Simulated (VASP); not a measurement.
Wanted: the native input for a VASP 6.6.1 run.

- Task: band structure
- Functional: HSE03
- Potentials or basis: VASP PAW PBE potentials, release 64 (In_d, As)
- Cutoff: 520 eV
- k mesh: 4 × 4 × 4
- Occupations: fermi-dirac, width 0.05 eV
- Spin: no spin polarisation
- Grid for exact exchange (PRECFOCK): Fast
- Further INCAR settings: ALGO = Normal; EDIFF = 1e-06

Crystal: InAs.

```
In As
1.0
     0.00000    3.01800    3.01800
     3.01800    0.00000    3.01800
     3.01800    3.01800    0.00000
In As
1 1
Direct
  0.00000 0.00000 0.00000
  0.75000 0.75000 0.75000
```

The input as run:

POSCAR

```
InAs
1.0
    0.0000000000      3.0180000000      3.0180000000
    3.0180000000      0.0000000000      3.0180000000
    3.0180000000      3.0180000000      0.0000000000
In As
1 1
Direct
    0.0000000000      0.0000000000      0.0000000000
    0.7500000000      0.7500000000      0.7500000000
```

INCAR.step1

```
SYSTEM = InAs
PREC = Accurate
ENCUT = 520
EDIFF = 1E-5
ISMEAR = -1
SIGMA = 0.05
LREAL = .FALSE.
LASPH = .TRUE.
NELM = 100
ALGO = Normal
ISIF = 2
LWAVE = .TRUE.
LCHARG = .FALSE.
GGA = PE
```

INCAR.step2

```
SYSTEM = InAs
PREC = Accurate
ENCUT = 520
EDIFF = 1E-6
ISMEAR = -1
SIGMA = 0.05
LREAL = .FALSE.
LASPH = .TRUE.
NELM = 100
ALGO = Normal
ISIF = 2
LWAVE = .FALSE.
LCHARG = .FALSE.
GGA = PE
LHFCALC = .TRUE.
HFSCREEN = 0.3
PRECFOCK = Fast
ISTART = 1
```

KPOINTS

```
Automatic mesh
0
G
  4 4 4
  0 0 0
```

KPOINTS_OPT

```
path GXWKGLUWLK,UX
10
line-mode
reciprocal
 0.0000000000  0.0000000000  0.0000000000  G
 0.5000000000  0.0000000000  0.5000000000  X

 0.5000000000  0.0000000000  0.5000000000  X
 0.5000000000  0.2500000000  0.7500000000  W

 0.5000000000  0.2500000000  0.7500000000  W
 0.3750000000  0.3750000000  0.7500000000  K

 0.3750000000  0.3750000000  0.7500000000  K
 0.0000000000  0.0000000000  0.0000000000  G

 0.0000000000  0.0000000000  0.0000000000  G
 0.5000000000  0.5000000000  0.5000000000  L

 0.5000000000  0.5000000000  0.5000000000  L
 0.6250000000  0.2500000000  0.6250000000  U

 0.6250000000  0.2500000000  0.6250000000  U
 0.5000000000  0.2500000000  0.7500000000  W

 0.5000000000  0.2500000000  0.7500000000  W
 0.5000000000  0.5000000000  0.5000000000  L

 0.5000000000  0.5000000000  0.5000000000  L
 0.3750000000  0.3750000000  0.7500000000  K

 0.6250000000  0.2500000000  0.6250000000  U
 0.5000000000  0.0000000000  0.5000000000  X
```

Potentials or basis: VASP PAW PBE potentials, release 64 (In_d, As).

Launch:

```console
$ cat potpaw_PBE.64/In_d/POTCAR potpaw_PBE.64/As/POTCAR > POTCAR
$ cp INCAR.step1 INCAR
$ mpirun -np 1 vasp_std > vasp.out
$ cp INCAR.step2 INCAR
$ mpirun -np 1 vasp_std > vasp.out
```

Results of the run:

| Item | Value |
| --- | --- |
| Pressure | 2.5 GPa |
| Band gap on the k mesh | 0.45 eV, direct |
| Band gap along the path | 0.45 eV, direct |

Caveat: the k mesh is coarse (spacing up to 0.45 Å⁻¹), so the values aren't converged, least of all with exact exchange; the PAW data sets were made with another functional, which shifts forces and pressure a little; spin-orbit coupling is left out, which moves the levels of the heavy elements.

Run time: 27 min on 1 thread of Intel(R) Xeon(R) Platinum 8488C (Sapphire Rapids), with other jobs on the host, peak memory 0.32 GiB.
